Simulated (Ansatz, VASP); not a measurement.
**One calculation of B3N, two programs**

```
CELL_PARAMETERS angstrom
2.45987 0.00000 0.00000
0.00000 2.45987 0.00000
0.00000 0.00000 4.45124
ATOMIC_POSITIONS crystal
B 0.50000 0.00000 0.70380
B 0.00000 0.00000 0.00000
B 0.00000 0.50000 0.29620
N 0.50000 0.50000 0.50000
```

Change from the starting cell: built by hand: ordered boron-substituted zinc blende along 001 (P-4m2, No. 115).

Alike in both runs: functional PBE; k mesh 7 × 7 × 5; occupations gaussian, width 0.2 eV; no spin polarisation.

Ansatz relaxed the structure, and its values are those at the end. VASP's run is a single point on that final structure, the one shown.

```csv
,VASP,Ansatz
version,VASP 6.6.1,Ansatz 0.2.0
potentials or method,"VASP PAW PBE potentials, release 64 (B, N)","scalar-relativistic, plane waves, PAW"
plane-wave cutoff (eV),520,420
valence electrons in the cell,14,14
```

VASP gave:

```
gap on the k mesh at the Fermi level (eV) : none
pressure (GPa)                            : 0.2
rms of the force components (eV/Å)        : 0.008
```

**Question.** Estimate Ansatz's values.

**Answer.** gap on the k mesh at the Fermi level (eV): none; pressure (GPa): 0.1; rms of the force components (eV/Å): 0.001.

A gap of «none» marks a metal or a gap that the smearing closes.

Caveats: the k mesh is coarse (spacing up to 0.36 Å⁻¹), so the values aren't converged.
